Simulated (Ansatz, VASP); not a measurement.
Zn: VASP beside Ansatz

File INCAR:

```
PREC     = Accurate       # precision mode
ENCUT    = 520            # plane-wave cutoff, eV
EDIFF    = 1E-7           # SCF threshold, eV
ISMEAR   = -1             # smearing method
SIGMA    = 0.1            # smearing width, eV
LREAL    = False          # projectors in reciprocal space
LASPH    = True           # aspherical terms in the spheres
NELM     = 60             # most SCF steps
ALGO     = Fast           # electronic algorithm
ISIF     = 2              # what is computed and relaxed
LWAVE    = False          # write WAVECAR
LCHARG   = False          # write CHGCAR
GGA      = B5             # functional
ALDAX    = 1.0          
AGGAX    = 1.0          
AGGAC    = 1.0          
ALDAC    = 0.0          
NBANDS   = 25             # bands
```

Contents of KPOINTS:

```
Automatic mesh
0
Gamma
  9 9 13
```

POSCAR

```
Zn
1.0
    4.8986824272      0.0000000000      0.0000000000
   -2.4493412136      4.2423834270      0.0000000000
    0.0000000000      0.0000000000      2.7550205349
Zn
3
Direct
    0.0000000000      1.0000000000      1.0000000000
    0.3333333333      0.6666666667      0.5000000000
    0.6666666667      0.3333333333      0.5000000000
```

Input for Ansatz:

```yaml
crystal:
  lattice:
    - [4.8986824272, 0.0, 0.0]
    - [-2.4493412136, 4.242383427, 0.0]
    - [0.0, 0.0, 2.7550205349]
  atoms:
    - { symbol: Zn, position: [0.0, 1.0, 1.0] }
    - { symbol: Zn, position: [0.3333333333, 0.6666666667, 0.5] }
    - { symbol: Zn, position: [0.6666666667, 0.3333333333, 0.5] }
hamiltonian:
  xc: blyp
  pseudopotentials:
    kind: paw
    azcp:
      Zn: "pseudopotentials/Zn.paw.azcp"
basis:
  ecutwfc: 420
  fft_grid_basis: typed
kpoints:
  mp_grid: { grid: [9, 9, 13], shift: [0, 0, 0] }
magnetization:
  spin_polarized: false
scf:
  occupations: { method: fermi_dirac, width: 0.1 }
  lower_state_search: "off"
output:
  stress: true
```

Alike in both runs: task single point; functional BLYP; k mesh 9 × 9 × 13; occupations fermi-dirac, width 0.1 eV; no spin polarisation.

|  | VASP | Ansatz |
| --- | --- | --- |
| version | VASP 6.6.1 | Ansatz 0.2.0 |
| potentials or method | VASP PAW PBE potentials, release 64 (Zn) | plane waves (420 eV) with PAW, scalar-relativistic |
| plane-wave cutoff (eV) | 520 | 420 |
| valence electrons in the cell | 36 | 36 |

|  | VASP | Ansatz | Ansatz less VASP |
| --- | --- | --- | --- |
| pressure (GPa) | -1.8 | -2.0 | -0.12 |
| largest component of the traceless stress (GPa) | 0.81 | 0.86 | +0.047 |

Caveats: the PAW data sets were made with another functional, which shifts forces and pressure a little (VASP).
